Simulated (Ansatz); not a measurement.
**TaN (zincblende): the equilibrium volume**

Aim: the volume at which the pressure of TaN (zincblende) vanishes. This structure was made by substitution into a known type, so it needn't be the compound's stable form.

Method: DFT r²SCAN, scalar-relativistic, plane waves, PAW (the target; the first runs use scalar-relativistic PBE), in Ansatz 0.2.0.

## Step 1: The starting structure

The structure is cubic, space group F-43m (No. 216). The conventional cell has a = 4.950 Å, b = 4.950 Å, c = 4.950 Å, α = 90.00°, β = 90.00°, γ = 90.00°. Around Ta (site symmetry -43m) lie 4 N at 2.14 Å. N (site symmetry -43m) is surrounded by 4 Ta at 2.14 Å.

As a file:

```cif
data_structure
_symmetry_space_group_name_H-M 'F-43m'
_symmetry_Int_Tables_number 216
_cell_length_a 4.9495
_cell_length_b 4.9495
_cell_length_c 4.9495
_cell_angle_alpha 90.000
_cell_angle_beta 90.000
_cell_angle_gamma 90.000
_cell_volume 121.25
loop_
_atom_site_label
_atom_site_type_symbol
_atom_site_symmetry_multiplicity
_atom_site_Wyckoff_symbol
_atom_site_fract_x
_atom_site_fract_y
_atom_site_fract_z
_atom_site_occupancy
Ta1 Ta 4 a 0.00000 0.00000 0.00000 1
N1 N 4 d 0.25000 0.25000 0.75000 1
```

Starting moments: Ta 2.00 μB.

## Step 2: The first run (PBE, 8×8×8 mesh)

Contents of input.yaml:

```yaml
crystal:
  lattice:
    - [0.0, 2.4747541939, 2.4747541939]
    - [2.4747541939, 0.0, 2.4747541939]
    - [2.4747541939, 2.4747541939, 0.0]
  atoms:
    - { symbol: Ta, position: [0.0, 0.0, 0.0], spin: 2.0 }
    - { symbol: "N", position: [0.25, 0.25, 0.25] }
basis:
  ecutwfc: 420
  ecutrho_ratio: 4
kpoints:
  mp_grid: { grid: [8, 8, 8] }
hamiltonian:
  xc: pbe
scf:
  occupations: { method: gaussian, width: 0.05 }
output:
  forces: true
  stress: true
  eigenvalues: true
  populations: true
magnetization:
  spin_polarized: true
```

On the command line:

```sh
$ ansatz run input.yaml --threads 2 --pin off --max-ram 2662MiB --backend cpu --events-out ev --progress --plain --runs-dir out
```

The log of the run (excerpt; [...] marks lines left out):

```text
Warning: RAYON_NUM_THREADS=2 ignored (pool sized by the plan → 2); use --threads N
[...]
Pseudopotentials: kind: paw
Pseudopotential: Ta, paw, valence charge 13, recommended cutoff 420 eV (normal), Ta.paw.azcp
Pseudopotential: N, paw, valence charge 5, recommended cutoff 420 eV (normal), N.paw.azcp
Functional definition: PBE
[...]
Crystal: 2 atoms, lattice volume = 30.313 Å³
Basis set: ecut = 420 eV, 609 PW (Γ), exchange–correlation on 48×48×48 points (8 copies of the dense FFT grid, shifted against one another)
Bands: 14, of which v1, the nominal top of the filled ones, is band 9 counted from 1 (8 counted from 0)
Symmetry: 24 space group operations
Space group: F-43m (ITA 216), of the structure as read, at distance tolerance 3.1e-5 Å
Magnetic group: BNS 216.74 (UNI 1576), of the structure as read, at distance tolerance 3.1e-5 Å
k-points: 29 of 512 (time reversal used)
[...]
Starting moments: Σ|m| = 2 μB on 1 of 2 sites
[...]
SCF iter   1: F=—  HF=-10317.678938 eV  |F-HF|=—  |Δ(HF+E_count)|=         —  Δρ=5.00e-2 (↑5.00e-2 ↓4.23e-2)  dr2=1.12e0  dr2_m=3.85e-1  M=0.433 μB ∫|m|=0.462 μB  β_m=0.30  ethr=3.10e-3  ⟨swp⟩=5.9  Hψ=3939  notcnv=0
[...]
SCF iter  12: F=-10317.323733 eV  HF=-10317.323733 eV  |F-HF|=9.09e-12  |Δ(HF+E_count)|=  3.64e-12  Δρ=4.41e-8 (↑4.27e-8 ↓4.41e-8)  dr2=2.94e-12  dr2_m=1.38e-14  M=-0.000 μB ∫|m|=0.000 μB  ethr=1.00e-12  ⟨swp⟩=4.3  Hψ=2429  notcnv=0
[...]
WARN: the starting moments were not kept: the SCF closed with an absolute magnetisation of 2.9e-7 μB, where they sum to 2 μB in size (1 site). That is at most 0.1 of that sum. Measured as dr2_m measures the in/out step, that magnetisation stands 1.0e-14 eV from none, at or under the [...]
SCF converged after 12 iterations
Magnetization: -0.0000 μB (9.0000 up, 9.0000 down)
Absolute magnetization: 0.0000 μB (∫|ρ↑−ρ↓|, with the PAW one-centre terms)
Spin contamination: 0.0000 ħ² per cell (⟨S²⟩ above its minimum at these occupations)
Per-site moments (μB) at R_I (Å): [(-6.725344704831455e-8, 0.8840700000162857), (-2.7633385239619857e-8, 0.8840700000162857)]
Free energy (F): -10317.323733 eV
[...]
E sigma→0 (E₀):  -10317.322758 eV
Entropy (-TS):   -0.001949 eV (-0.974 meV/atom)
Fermi energy:    14.292436 eV
[...]
--- Forces (eV/Å), atoms counted from 1 ---
  atom   1  Ta     0.00000000    -0.00000000     0.00000000
  atom   2  N     -0.00000000     0.00000000    -0.00000000
[...]
--- Stress (GPa, compression-positive) ---
      -22.760891       0.000000      -0.000000
        0.000000     -22.760891      -0.000000
       -0.000000      -0.000000     -22.760891
  P = ⅓ Tr σ = -22.7609 GPa (-227.609 kbar)
--- Band table (eV; the first three rows and the last of 58) ---
  k-point 0 ↑: bands = ["-55.2017", "-21.5767", "-21.5767", "-21.5767", "-2.4442", "8.0612", "8.0612", "8.0612", "12.9584", "14.6498", "14.6498", "19.2387", "19.2387", "19.2387"]
[...]
--- Löwdin populations: 2 sites ---
  site symbol       q [e]    m [muB]
     0     Ta     12.1264    -0.0000
     1      N      5.7487    -0.0000
  spilling = 0.006939 (of n_electrons = 18.000000)
```

Wall time 1.9 s (2 threads of Arm Neoverse V2, shared host); peak memory 0.3 GiB.

Result: volume 15.156 Å³/atom, pressure -22.76 GPa, metallic, no moment left.

## Step 3: Next volume: 13.641 Å³/atom (PBE, 8×8×8 mesh)

Contents of input.yaml:

```yaml
crystal:
  lattice:
    - [0.0, 2.3893489037, 2.3893489037]
    - [2.3893489037, 0.0, 2.3893489037]
    - [2.3893489037, 2.3893489037, 0.0]
  atoms:
    - { symbol: Ta, position: [0.0, 0.0, 0.0], spin: 0.05 }
    - { symbol: "N", position: [0.25, 0.25, 0.25] }
basis:
  ecutwfc: 420
  ecutrho_ratio: 4
kpoints:
  mp_grid: { grid: [8, 8, 8] }
hamiltonian:
  xc: pbe
scf:
  occupations: { method: gaussian, width: 0.05 }
output:
  forces: true
  stress: true
  eigenvalues: true
  populations: true
magnetization:
  spin_polarized: true
```

On the command line:

```sh
$ ansatz run input.yaml --threads 2 --pin off --max-ram 2662MiB --backend cpu --events-out ev --progress --plain --runs-dir out
```

The log of the run (excerpt; [...] marks lines left out):

```text
Warning: RAYON_NUM_THREADS=2 ignored (pool sized by the plan → 2); use --threads N
[...]
[... 4 set-up lines as earlier in the session ...]
[...]
Crystal: 2 atoms, lattice volume = 27.282 Å³
Basis set: ecut = 420 eV, 531 PW (Γ), exchange–correlation on 48×48×48 points (8 copies of the dense FFT grid, shifted against one another)
Bands: 14, of which v1, the nominal top of the filled ones, is band 9 counted from 1 (8 counted from 0)
[... 1 set-up line as earlier in the session ...]
Space group: F-43m (ITA 216), of the structure as read, at distance tolerance 3.0e-5 Å
Magnetic group: BNS 216.74 (UNI 1576), of the structure as read, at distance tolerance 3.0e-5 Å
k-points: 29 of 512 (time reversal used)
[...]
Starting moments: Σ|m| = 0.05 μB on 1 of 2 sites
[...]
WARN: the starting moments were not kept: the SCF closed with an absolute magnetisation of 2.4e-6 μB, where they sum to 0.05 μB in size (1 site). That is at most 0.1 of that sum. Measured as dr2_m measures the in/out step, that magnetisation stands 1.2e-12 eV from none, at or under the [...]
Absolute magnetization: 0.0000 μB (∫|ρ↑−ρ↓|, with the PAW one-centre terms)
Spin contamination: 0.0000 ħ² per cell (⟨S²⟩ above its minimum at these occupations)
Per-site moments (μB) at R_I (Å): [(4.620592311568961e-7, 0.8535602002573383), (6.804601202558237e-7, 0.8535602002573383)]
Free energy (F): -10317.586980 eV
[...]
E sigma→0 (E₀):  -10317.585973 eV
Entropy (-TS):   -0.002015 eV (-1.007 meV/atom)
Fermi energy:    16.222594 eV
[...]
--- Forces (eV/Å), atoms counted from 1 ---
  atom   1  Ta     0.00000000    -0.00000000    -0.00000000
  atom   2  N     -0.00000000     0.00000000    -0.00000000
[...]
--- Stress (GPa, compression-positive) ---
       -3.144794       0.000000      -0.000000
        0.000000      -3.144794      -0.000000
       -0.000000      -0.000000      -3.144794
  P = ⅓ Tr σ = -3.1448 GPa (-31.448 kbar)
--- Band table (eV; the first three rows and the last of 58) ---
  k-point 0 ↑: bands = ["-53.0718", "-19.4787", "-19.4787", "-19.4787", "-1.2284", "9.3229", "9.3229", "9.3229", "15.0022", "16.6405", "16.6405", "21.7520", "21.7520", "21.7520"]
[...]
--- Löwdin populations: 2 sites ---
  site symbol       q [e]    m [muB]
     0     Ta     12.1717     0.0000
     1      N      5.7113     0.0000
  spilling = 0.006501 (of n_electrons = 18.000000)
```

It took 1.6 s on 2 threads of Arm Neoverse V2, shared host; peak memory 0.29 GiB.

Read off: volume 13.641 Å³/atom, pressure -3.14 GPa, no gap, no moment left.

## Step 4: Next volume: 13.464 Å³/atom (PBE, 8×8×8 mesh)

input.yaml: that of step 3 with these lines changed.

```diff
@@ -2,5 +2,5 @@
   lattice:
-    - [0.0, 2.3893489037, 2.3893489037]
-    - [2.3893489037, 0.0, 2.3893489037]
-    - [2.3893489037, 2.3893489037, 0.0]
+    - [0.0, 2.378969974, 2.378969974]
+    - [2.378969974, 0.0, 2.378969974]
+    - [2.378969974, 2.378969974, 0.0]
   atoms:
```

On the command line:

```sh
$ ansatz run input.yaml --threads 2 --pin off --max-ram 2662MiB --backend cpu --events-out ev --progress --plain --runs-dir out
```

The log of the run (excerpt; [...] marks lines left out):

```text
Warning: RAYON_NUM_THREADS=2 ignored (pool sized by the plan → 2); use --threads N
[...]
[... 4 set-up lines as earlier in the session ...]
[...]
Crystal: 2 atoms, lattice volume = 26.928 Å³
Basis set: ecut = 420 eV, 531 PW (Γ), exchange–correlation on 48×48×48 points (8 copies of the dense FFT grid, shifted against one another)
Bands: 14, of which v1, the nominal top of the filled ones, is band 9 counted from 1 (8 counted from 0)
[... 2 set-up lines as earlier in the session ...]
Magnetic group: BNS 216.74 (UNI 1576), of the structure as read, at distance tolerance 3.0e-5 Å
k-points: 29 of 512 (time reversal used)
[...]
Starting moments: Σ|m| = 0.05 μB on 1 of 2 sites
[...]
WARN: the starting moments were not kept: the SCF closed with an absolute magnetisation of 4.6e-7 μB, where they sum to 0.05 μB in size (1 site). That is at most 0.1 of that sum. Measured as dr2_m measures the in/out step, that magnetisation stands 5.7e-14 eV from none, at or under the [...]
Absolute magnetization: 0.0000 μB (∫|ρ↑−ρ↓|, with the PAW one-centre terms)
Spin contamination: 0.0000 ħ² per cell (⟨S²⟩ above its minimum at these occupations)
Per-site moments (μB) at R_I (Å): [(-2.849982028683951e-8, 0.8498524783338173), (1.6425287641844225e-7, 0.8498524783338173)]
Free energy (F): -10317.590553 eV
[...]
E sigma→0 (E₀):  -10317.589523 eV
Entropy (-TS):   -0.002058 eV (-1.029 meV/atom)
Fermi energy:    16.473867 eV
[...]
--- Forces (eV/Å), atoms counted from 1 ---
  atom   1  Ta     0.00000000    -0.00000000     0.00000000
  atom   2  N     -0.00000000     0.00000000    -0.00000000
[...]
--- Stress (GPa, compression-positive) ---
       -0.005780      -0.000000      -0.000000
       -0.000000      -0.005780      -0.000000
       -0.000000      -0.000000      -0.005780
  P = ⅓ Tr σ = -0.0058 GPa (-0.058 kbar)
--- Band table (eV; the first three rows and the last of 58) ---
  k-point 0 ↑: bands = ["-52.7954", "-19.2062", "-19.2062", "-19.2062", "-1.0676", "9.4873", "9.4873", "9.4873", "15.2677", "16.8988", "16.8988", "22.0759", "22.0759", "22.0759"]
[...]
--- Löwdin populations: 2 sites ---
  site symbol       q [e]    m [muB]
     0     Ta     12.1779    -0.0000
     1      N      5.7061     0.0000
  spilling = 0.006447 (of n_electrons = 18.000000)
```

It took 1.6 s on 2 threads of Arm Neoverse V2, shared host; peak memory 0.29 GiB.

This gives: volume 13.464 Å³/atom, pressure -0.01 GPa, a metal on this mesh, no moment left.

## Step 5: First run at r²SCAN

input.yaml: that of step 4 with these lines changed.

```diff
@@ -6,11 +6,11 @@
   atoms:
-    - { symbol: Ta, position: [0.0, 0.0, 0.0], spin: 0.05 }
+    - { symbol: Ta, position: [0.0, 0.0, 0.0], spin: 2.0 }
     - { symbol: "N", position: [0.25, 0.25, 0.25] }
 basis:
-  ecutwfc: 420
+  ecutwfc: 500
   ecutrho_ratio: 4
 kpoints:
-  mp_grid: { grid: [8, 8, 8] }
+  mp_grid: { grid: [12, 12, 12] }
 hamiltonian:
-  xc: pbe
+  xc: r2scan
 scf:
```

On the command line:

```sh
$ ansatz run input.yaml --threads 2 --pin off --max-ram 2662MiB --backend cpu --events-out ev --progress --plain --runs-dir out
```

The log of the run (excerpt; [...] marks lines left out):

```text
Warning: RAYON_NUM_THREADS=2 ignored (pool sized by the plan → 2); use --threads N
[...]
[... 1 set-up line as earlier in the session ...]
Pseudopotential: Ta, paw, valence charge 13, recommended cutoff 500 eV (meta_gga), Ta.paw.azcp
Pseudopotential: N, paw, valence charge 5, recommended cutoff 500 eV (meta_gga), N.paw.azcp
Functional definition: r2SCAN
[...]
Crystal: 2 atoms, lattice volume = 26.928 Å³
Basis set: ecut = 500 eV, 701 PW (Γ), exchange–correlation on 100×100×100 points (64 copies of the dense FFT grid, shifted against one another)
Bands: 14, of which v1, the nominal top of the filled ones, is band 9 counted from 1 (8 counted from 0)
[... 2 set-up lines as earlier in the session ...]
Magnetic group: BNS 216.74 (UNI 1576), of the structure as read, at distance tolerance 3.0e-5 Å
k-points: 72 of 1728 (time reversal used)
[...]
Starting moments: Σ|m| = 2 μB on 1 of 2 sites
[...]
WARN: the starting moments were not kept: the SCF closed with an absolute magnetisation of 1.0e-5 μB, where they sum to 2 μB in size (1 site). That is at most 0.1 of that sum. Measured as dr2_m measures the in/out step, that magnetisation stands 1.9e-11 eV from none, at or under the [...]
Absolute magnetization: 0.0000 μB (∫|ρ↑−ρ↓|, with the PAW one-centre terms)
Spin contamination: 0.0000 ħ² per cell (⟨S²⟩ above its minimum at these occupations)
Per-site moments (μB) at R_I (Å): [(4.293657444255119e-6, 0.8498524783338173), (2.874890972622199e-7, 0.8498524783338173)]
Free energy (F): -10330.756087 eV
[...]
E sigma→0 (E₀):  -10330.754972 eV
Entropy (-TS):   -0.002232 eV (-1.116 meV/atom)
Fermi energy:    16.547236 eV
[...]
--- Forces (eV/Å), atoms counted from 1 ---
  atom   1  Ta     0.00000000    -0.00000000     0.00000000
  atom   2  N     -0.00000000     0.00000000     0.00000000
[...]
--- Stress (GPa, compression-positive) ---
       -4.012656       0.000000      -0.000000
        0.000000      -4.012656      -0.000000
       -0.000000      -0.000000      -4.012656
  P = ⅓ Tr σ = -4.0127 GPa (-40.127 kbar)
--- Band table (eV; the first three rows and the last of 144) ---
  k-point 0 ↑: bands = ["-54.7662", "-20.5059", "-20.5059", "-20.5059", "-2.1524", "9.1030", "9.1030", "9.1030", "15.2691", "17.0332", "17.0332", "22.3451", "22.3451", "22.3451"]
[...]
--- Löwdin populations: 2 sites ---
  site symbol       q [e]    m [muB]
     0     Ta     12.1315     0.0000
     1      N      5.7449    -0.0000
  spilling = 0.006868 (of n_electrons = 18.000000)
```

Run time: 15 s. Hardware: 2 threads of Arm Neoverse V2, shared host; peak memory 0.43 GiB.

Read off: volume 13.464 Å³/atom, pressure -4.01 GPa, metallic, no moment left.

## Step 6: Stepping to 13.104 Å³/atom

Contents of input.yaml:

```yaml
crystal:
  lattice:
    - [0.0, 2.3575646433, 2.3575646433]
    - [2.3575646433, 0.0, 2.3575646433]
    - [2.3575646433, 2.3575646433, 0.0]
  atoms:
    - { symbol: Ta, position: [0.0, 0.0, 0.0], spin: 0.05 }
    - { symbol: "N", position: [0.25, 0.25, 0.25] }
basis:
  ecutwfc: 500
  ecutrho_ratio: 4
kpoints:
  mp_grid: { grid: [12, 12, 12] }
hamiltonian:
  xc: r2scan
scf:
  occupations: { method: gaussian, width: 0.05 }
output:
  forces: true
  stress: true
  eigenvalues: true
  populations: true
magnetization:
  spin_polarized: true
```

On the command line:

```sh
$ ansatz run input.yaml --threads 2 --pin off --max-ram 2662MiB --backend cpu --events-out ev --progress --plain --runs-dir out
```

The log of the run (excerpt; [...] marks lines left out):

```text
Warning: RAYON_NUM_THREADS=2 ignored (pool sized by the plan → 2); use --threads N
[...]
[... 4 set-up lines as earlier in the session ...]
[...]
Crystal: 2 atoms, lattice volume = 26.207 Å³
Basis set: ecut = 500 eV, 645 PW (Γ), exchange–correlation on 100×100×100 points (64 copies of the dense FFT grid, shifted against one another)
Bands: 14, of which v1, the nominal top of the filled ones, is band 9 counted from 1 (8 counted from 0)
[... 2 set-up lines as earlier in the session ...]
Magnetic group: BNS 216.74 (UNI 1576), of the structure as read, at distance tolerance 3.0e-5 Å
k-points: 72 of 1728 (time reversal used)
[...]
Starting moments: Σ|m| = 0.05 μB on 1 of 2 sites
[...]
WARN: the starting moments were not kept: the SCF closed with an absolute magnetisation of 4.1e-6 μB, where they sum to 0.05 μB in size (1 site). That is at most 0.1 of that sum. Measured as dr2_m measures the in/out step, that magnetisation stands 3.1e-12 eV from none, at or under the [...]
Absolute magnetization: 0.0000 μB (∫|ρ↑−ρ↓|, with the PAW one-centre terms)
Spin contamination: 0.0000 ħ² per cell (⟨S²⟩ above its minimum at these occupations)
Per-site moments (μB) at R_I (Å): [(1.5963380330633234e-6, 0.8422057347667419), (5.884676147286172e-8, 0.8422057347667419)]
Free energy (F): -10330.758567 eV
[...]
E sigma→0 (E₀):  -10330.757595 eV
Entropy (-TS):   -0.001945 eV (-0.973 meV/atom)
Fermi energy:    17.079066 eV
[...]
--- Forces (eV/Å), atoms counted from 1 ---
  atom   1  Ta     0.00000000    -0.00000000    -0.00000000
  atom   2  N     -0.00000000     0.00000000    -0.00000000
[...]
--- Stress (GPa, compression-positive) ---
        3.072693       0.000000      -0.000000
        0.000000       3.072693      -0.000000
       -0.000000      -0.000000       3.072693
  P = ⅓ Tr σ = 3.0727 GPa (30.727 kbar)
--- Band table (eV; the first three rows and the last of 144) ---
  k-point 0 ↑: bands = ["-54.1765", "-19.9246", "-19.9246", "-19.9246", "-1.8149", "9.4443", "9.4443", "9.4443", "15.8291", "17.5799", "17.5799", "23.0342", "23.0342", "23.0342"]
[...]
--- Löwdin populations: 2 sites ---
  site symbol       q [e]    m [muB]
     0     Ta     12.1458     0.0000
     1      N      5.7330    -0.0000
  spilling = 0.006734 (of n_electrons = 18.000000)
```

Wall time 9.7 s (2 threads of Arm Neoverse V2, shared host); peak memory 0.42 GiB.

Result: volume 13.104 Å³/atom, pressure 3.07 GPa, no gap, no moment left.

## Step 7: Next volume: 13.253 Å³/atom

input.yaml: that of step 6 with these lines changed.

```diff
@@ -2,5 +2,5 @@
   lattice:
-    - [0.0, 2.3575646433, 2.3575646433]
-    - [2.3575646433, 0.0, 2.3575646433]
-    - [2.3575646433, 2.3575646433, 0.0]
+    - [0.0, 2.3665051011, 2.3665051011]
+    - [2.3665051011, 0.0, 2.3665051011]
+    - [2.3665051011, 2.3665051011, 0.0]
   atoms:
```

On the command line:

```sh
$ ansatz run input.yaml --threads 2 --pin off --max-ram 2662MiB --backend cpu --events-out ev --progress --plain --runs-dir out
```

The log of the run (excerpt; [...] marks lines left out):

```text
Warning: RAYON_NUM_THREADS=2 ignored (pool sized by the plan → 2); use --threads N
[...]
[... 4 set-up lines as earlier in the session ...]
[...]
Crystal: 2 atoms, lattice volume = 26.506 Å³
Basis set: ecut = 500 eV, 645 PW (Γ), exchange–correlation on 100×100×100 points (64 copies of the dense FFT grid, shifted against one another)
Bands: 14, of which v1, the nominal top of the filled ones, is band 9 counted from 1 (8 counted from 0)
[... 2 set-up lines as earlier in the session ...]
Magnetic group: BNS 216.74 (UNI 1576), of the structure as read, at distance tolerance 3.0e-5 Å
k-points: 72 of 1728 (time reversal used)
[...]
Starting moments: Σ|m| = 0.05 μB on 1 of 2 sites
[...]
WARN: the starting moments were not kept: the SCF closed with an absolute magnetisation of 2.6e-5 μB, where they sum to 0.05 μB in size (1 site). That is at most 0.1 of that sum. Measured as dr2_m measures the in/out step, that magnetisation stands 1.3e-10 eV from none, at or under the [...]
Absolute magnetization: 0.0000 μB (∫|ρ↑−ρ↓|, with the PAW one-centre terms)
Spin contamination: 0.0000 ħ² per cell (⟨S²⟩ above its minimum at these occupations)
Per-site moments (μB) at R_I (Å): [(1.0944563420518904e-5, 0.8453995834919505), (8.523460218897738e-7, 0.8453995834919505)]
Free energy (F): -10330.761419 eV
[...]
E sigma→0 (E₀):  -10330.760394 eV
Entropy (-TS):   -0.002049 eV (-1.024 meV/atom)
Fermi energy:    16.855376 eV
[...]
--- Forces (eV/Å), atoms counted from 1 ---
  atom   1  Ta     0.00000000    -0.00000000     0.00000000
  atom   2  N     -0.00000000     0.00000000     0.00000000
[...]
--- Stress (GPa, compression-positive) ---
        0.004670       0.000000      -0.000000
        0.000000       0.004670      -0.000000
       -0.000000      -0.000000       0.004670
  P = ⅓ Tr σ = 0.0047 GPa (0.047 kbar)
--- Band table (eV; the first three rows and the last of 144) ---
  k-point 0 ↑: bands = ["-54.4243", "-20.1689", "-20.1689", "-20.1689", "-1.9574", "9.3005", "9.3005", "9.3005", "15.5932", "17.3498", "17.3498", "22.7444", "22.7444", "22.7444"]
[...]
--- Löwdin populations: 2 sites ---
  site symbol       q [e]    m [muB]
     0     Ta     12.1398     0.0000
     1      N      5.7380    -0.0000
  spilling = 0.006790 (of n_electrons = 18.000000)
```

Run time: 9.9 s. Hardware: 2 threads of Arm Neoverse V2, shared host; peak memory 0.42 GiB.

Result: volume 13.253 Å³/atom, pressure 0.00 GPa, no gap, no moment left.

## Step 8: The way to zero pressure

| step | level | mesh | relaxed | volume (Å³/atom) | pressure (GPa) |
| --- | --- | --- | --- | --- | --- |
| 2 | PBE | 8×8×8 | nothing | 15.156 | -22.76 |
| 3 | PBE | 8×8×8 | nothing | 13.641 | -3.14 |
| 4 | PBE | 8×8×8 | nothing | 13.464 | -0.01 |
| 5 | r²SCAN | 12×12×12 | nothing | 13.464 | -4.01 |
| 6 | r²SCAN | 12×12×12 | nothing | 13.104 | 3.07 |
| 7 | r²SCAN | 12×12×12 | nothing | 13.253 | 0.00 |

How the cell compares, before and after:

| cell as typed | before | after | change |
| --- | --- | --- | --- |
| a (Å) | 3.500 | 3.347 | -4.4 % |
| b (Å) | 3.500 | 3.347 | -4.4 % |
| c (Å) | 3.500 | 3.347 | -4.4 % |
| volume (Å³/atom) | 15.156 | 13.253 | -12.6 % |
| shortest distance (Å) | 2.143 | 2.049 | -4.4 % |
| space group | F-43m | F-43m | same |

## Step 9: Outcome

```
         quantity                                                                      value
           volume                                                             13.253 Å³/atom
         pressure                                                                   0.00 GPa
conventional cell  a = 4.733 Å, b = 4.733 Å, c = 4.733 Å, α = 90.00°, β = 90.00°, γ = 90.00°
  gap on the mesh                                                               none (metal)
```

In words: Over the 6 runs shown the cell moved from 15.16 to 13.25 Å³/atom, a change of -12.6 %, where the pressure is zero within 0.01 GPa. r²SCAN puts the volume about 2 % below the PBE estimate, which also had a coarser mesh. Spin–orbit coupling is left out, though the cell holds Ta; in elements this heavy it can shift levels and gaps by tenths of an eV. A run loses the moments it was seeded with; other starts can end magnetic.
